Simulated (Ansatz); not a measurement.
The cell of Ge is invented: 4-connected net of one element (Im-3m, No. 229). Its size is a rough estimate.

```cif
data_structure
_symmetry_space_group_name_H-M 'P 1'
_symmetry_Int_Tables_number 1
_cell_length_a 6.5555
_cell_length_b 6.5555
_cell_length_c 6.5555
_cell_angle_alpha 109.471
_cell_angle_beta 109.471
_cell_angle_gamma 109.471
_cell_volume 216.87
loop_
_atom_site_label
_atom_site_type_symbol
_atom_site_fract_x
_atom_site_fract_y
_atom_site_fract_z
_atom_site_occupancy
Ge1 Ge 0.31720 0.31720 0.31720 1
Ge2 Ge 0.00000 0.00000 0.68280 1
Ge3 Ge 0.00000 0.68280 0.00000 1
Ge4 Ge 0.68280 0.00000 0.00000 1
Ge5 Ge 0.68280 0.68280 0.68280 1
Ge6 Ge 0.00000 0.00000 0.31720 1
Ge7 Ge 0.00000 0.31720 0.00000 1
Ge8 Ge 0.31720 0.00000 0.00000 1
```

The calculation used DFT PBE, scalar-relativistic, plane waves, PAW (Ansatz). Cutoff 420 eV, Gaussian smearing, Γ-centred meshes. Cell and atoms relax first on a coarse mesh and then on a finer one. In between, the cell is made exact in the group found at 0.06 Å. In metals the finer mesh still leaves noise of several meV/atom or more. The steps can't lower the symmetry of their start. No spin polarisation.

A guess keeps its type if space group and coordination stay and the shape of the cell changes little (axis ratios within about 15 %, angles within 6°); the volume may change.

Question: Will the relaxed cell still be of the starting type?

Answer: It keeps its type. The symmetry stays Im-3m (No. 229). The volume per atom grows by 15.2 %, from 27.1 to 31.2 Å³. The shortest distance goes from 2.40 Å (Ge–Ge) to 2.48 Å (Ge–Ge). Counting neighbours within 15 % of an atom's shortest distance, the start has Ge 4 and the end Ge 4.

The last run used an 8×8×8 mesh for its 8-atom cell and Gaussian smearing of 0.10 eV. Symmetry constrained the relaxation, so the result can be a saddle point. Another cell of Ge relaxed alike, in P6/mmm, lies 27 meV/atom lower, so this cell isn't the stable form at this level.
